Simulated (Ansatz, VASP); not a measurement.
## One calculation of Mg2H3, two programs

The input INCAR:

```
SYSTEM = Mg2H3
  PREC = Accurate
  ENCUT = 600
  EDIFF = 1E-6
  ISMEAR = 0
  SIGMA = 0.1
  LREAL = .False.
  LASPH = .True.
  NELM = 60
  ALGO = Normal
  ISIF = 3
  LWAVE = .False.
  LCHARG = .False.
  GGA = PE
  IBRION = 2
  NSW = 90
  EDIFFG = -0.04
```

KPOINTS

```
Automatic mesh
0
Gamma
  4 6 6
  0 0 0
```

The input POSCAR:

```
Mg2H3
1.0
    4.1115490200      0.0000000000      0.0000000000
    0.0000000000      3.4147997700      2.2105715800
    0.0000000000     -3.4147997700      2.2105715800
Mg H
2 3
Direct
    0.5000000000      0.0536961200      0.6838819300
    0.5000000000      0.6838819300      0.0536961200
    0.0000000000      0.6851083300      0.6851083300
    0.8205851500      0.1252257400      0.1252257400
    0.1794148500      0.1252257400      0.1252257400
```

Input for Ansatz:

```yaml
crystal:
  lattice:
    - [4.11154902, 0.0, 0.0]
    - [0.0, 3.41479977, 2.21057158]
    - [0.0, -3.41479977, 2.21057158]
  atoms:
    - { symbol: Mg, position: [0.5, 0.05369612, 0.68388193] }
    - { symbol: Mg, position: [0.5, 0.68388193, 0.05369612] }
    - { symbol: H, position: [0.0, 0.68510833, 0.68510833] }
    - { symbol: H, position: [0.82058515, 0.12522574, 0.12522574] }
    - { symbol: H, position: [0.17941485, 0.12522574, 0.12522574] }
basis:
  ecutwfc: 420
kpoints:
  mp_grid: { grid: [4, 6, 6] }
hamiltonian:
  xc: pbe
scf:
  occupations: { method: gaussian, width: 0.1 }
  lower_state_search: "off"
output:
  forces: true
  stress: true
  eigenvalues: true
relax:
  adjacent_minimum: "off"
  f_tol: 0.04
  max_steps: 70
  cell: { stress_tol: 0.4 }
```

Alike in both runs: task relaxation of cell and atoms; functional PBE; k mesh 4 × 6 × 6; occupations gaussian, width 0.1 eV; no spin polarisation.

```csv
,VASP,Ansatz
version,VASP 6.6.1,Ansatz 0.2.0
potentials or method,"VASP PAW PBE potentials, release 64 (Mg, H)","scalar-relativistic, plane waves, PAW"
plane-wave cutoff (eV),600,420
valence electrons in the cell,7,23
```

```tsv
	VASP	Ansatz	Ansatz less VASP
gap on the k mesh at the Fermi level, each at its own relaxed structure (eV)	none	none	-
relaxed volume (Å³/atom)	14.45	14.69	+0.238
relaxed cell length with the largest relative difference (Å)	5.411	5.475	+0.0640
energy change over the relaxation (meV/atom)	-688	-695	-6.5
```

A gap of «none» marks a metal or a gap that the smearing closes. The two sets of potentials don't hold the same shells in valence.

Caveats: the k mesh is coarse (spacing up to 0.38 Å⁻¹), so the values aren't converged; the volume moved by over 15 % at a fixed basis, so the end points are rough (VASP).
